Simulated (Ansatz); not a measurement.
# Ta (Fm-3m): test of the smearing width, by script

Wanted for Ta (Fm-3m): a test of the smearing width.

This is Ta in the fcc structure; at room conditions it is bcc.

All numbers are computed with Ansatz 0.2.0 through its Python package. Level of theory: DFT PBE, plane waves, PAW.

## Step 1: The structure

Symmetry: Fm-3m, No. 225, cubic system. The conventional cell has a = 4.220 Å, b = 4.220 Å, c = 4.220 Å, α = 90.00°, β = 90.00°, γ = 90.00°. Around Ta (site symmetry m-3m) lie 12 Ta at 2.98 Å.

The script holds or builds the structure itself.

## Step 2: Script

run_smear.py

```python
import ansatz as az

lattice = az.Lattice.of(
    [0.0, 2.11, 2.11],
    [2.11, 0.0, 2.11],
    [2.11, 2.11, 0.0],
)
sites = [
    ("Ta", [0.0, 0.0, 0.0]),
]
xtal = az.Crystal(lattice=lattice)
for symbol, position in sites:
    xtal = xtal.atom(symbol, position)

job = (
    xtal.calculation()
    .functional("PBE")
    .kpoints(14)
    .scf(tolerance=1e-10)
)

rows = []
for value in [0.3, 0.2, 0.1, 0.05]:
    rep = job.occupations("fermi_dirac", width=value).run(threads=1, backend="cpu").report
    rows.append((value, rep["free_energy_ev"] / len(rep["lattice"]["sites"]), rep["n_iterations"], rep["n_kpoints"]))

print("  width (eV)   F/atom (eV)    iterations      k-points")
for row in rows:
    print(f"{str(row[0]):>12s}  {row[1]:12.5f}  {row[2]:12d}  {row[3]:12d}")

for row in rows[:-1]:
    shift = 1000 * (row[1] - rows[-1][1])
    print(f"{row[0]}: {shift:+.2f} meV/atom" + ("  (within 5 meV)" if abs(shift) < 5 else ""))
```

## Step 3: The input behind the calls

The package turns the script's settings into the engine's input (first run):

```yaml
crystal:
  lattice:
    - [0.0, 2.11, 2.11]
    - [2.11, 0.0, 2.11]
    - [2.11, 2.11, 0.0]
  atoms:
    - { symbol: Ta, position: [0.0, 0.0, 0.0] }
kpoints:
  mp_grid:
    grid: [14, 14, 14]
hamiltonian:
  xc: pbe
scf:
  convergence:
    dr2_threshold: 1.0e-10
  occupations:
    method: fermi_dirac
    width: 0.3
```

## Step 4: The run

On the command line:

```
> python run_smear.py
```

The log of the run:

```text
DeckWarning: basis.ecutwfc = 420 eV, auto-derived from the records' recommended cutoffs: set by Ta (normal level)
  width (eV)   F/atom (eV)    iterations      k-points
         0.3   -9932.19442             7           104
         0.2   -9932.09233             7           104
         0.1   -9932.03016             7           104
        0.05   -9932.01490             7           104
0.3: -179.52 meV/atom
0.2: -77.43 meV/atom
0.1: -15.26 meV/atom
```

(Warnings from the package without file and line.)

Run time: 5.2 s. Hardware: 1 thread of Arm Neoverse V1, shared host; peak memory 0.33 GiB.

## Step 5: Inputs of later runs

The engine's inputs for the other runs:

Run 2, against run 1:

```diff
@@ -18 +18 @@
-    width: 0.3
+    width: 0.2
```

Run 3, against run 1:

```diff
@@ -18 +18 @@
-    width: 0.3
+    width: 0.1
```

Run 4, against run 1:

```diff
@@ -18 +18 @@
-    width: 0.3
+    width: 0.05
```

## Step 6: The engine's runs

From the records of these 4 runs:

| run | width (eV) | energy from run 4 (meV/atom) | the same at zero width (meV/atom) | SCF cycles | CPU time (s) |
| --- | --- | --- | --- | --- | --- |
| 1 | 0.3 | -179.52 | -2.68 | 7 | 1.2 |
| 2 | 0.2 | -77.43 | 0.26 | 7 | 1.2 |
| 3 | 0.1 | -15.26 | 0.54 | 7 | 1.1 |
| 4 | 0.05 | 0.00 | 0.00 | 7 | 1.1 |

Energies are free energies F = E - TS of the smeared occupations. 

## Step 7: Summary of results

| quantity | value |
| --- | --- |
| runs compared | 4 |
| last run but one, from the last | -15.26 meV/atom |
| within 5 meV/atom of the last run from | no earlier run |

**Reading.** Going from 0.05 to 0.3 eV changes F by -179.5 meV an atom. With this scheme F falls roughly as the square of the width; the report's estimate for zero width (energy_sigma0_ev) moves by only -2.7 meV. A Fermi-Dirac width this large means warm electrons, whose thermal share enters the free energy. The narrowest width needs the finest mesh, so the last row is no converged reference. Spin-orbit coupling, which matters for elements this heavy, is left out. This isn't the structure that Ta takes at ambient conditions.
